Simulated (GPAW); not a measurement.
# AgCl: energy against volume and a worked fit

Space group Fm-3m (No. 225). a = 5.470 Å, b = 5.470 Å, c = 5.470 Å, α = 90.00°, β = 90.00°, γ = 90.00°
```tsv
atom	site	symmetry	x	y	z
Ag	4a	m-3m	0.0000	0.0000	0.0000
Cl	4b	m-3m	0.5000	0.0000	0.0000
```

The cell was scaled at fixed shape and fractions and run with GPAW, the program's PAW data sets (release 1.2.1) made for this functional, other valence, cutoff 600 eV; LDA, k mesh 7 × 7 × 7 on the cell of 2 atoms, fermi-dirac occupations of 0.05 eV, no spin polarisation, no spin-orbit coupling. Energies are those that the program minimises, any entropy of the smearing included.

```csv
V (Å³/atom),energy over the lowest row (meV/atom)
19.2309,0.40
19.6401,0.00
20.0492,3.17
20.4584,9.37
20.8676,?
21.2768,29.53
21.6859,42.85
```

Task: Fit the third-order Birch-Murnaghan form, give V0, B0 and B′, and predict the energy left open.

Result: With y = (V0/V)^(2/3), E = E0 + (9 V0 B0/16) [(y - 1)³ B′ + (y - 1)² (6 - 4y)]. Least squares through the rows shown give V0 = 19.4746 Å³/atom, E0 = -0.28 meV, B0 = 69.03 GPa (1 eV/Å³ = 160.218 GPa) and B′ = 5.32, with a largest miss of 0.02 meV. At V = 20.8676 the form with these constants gives 18.28 meV; the run gave 18.27 meV an atom.
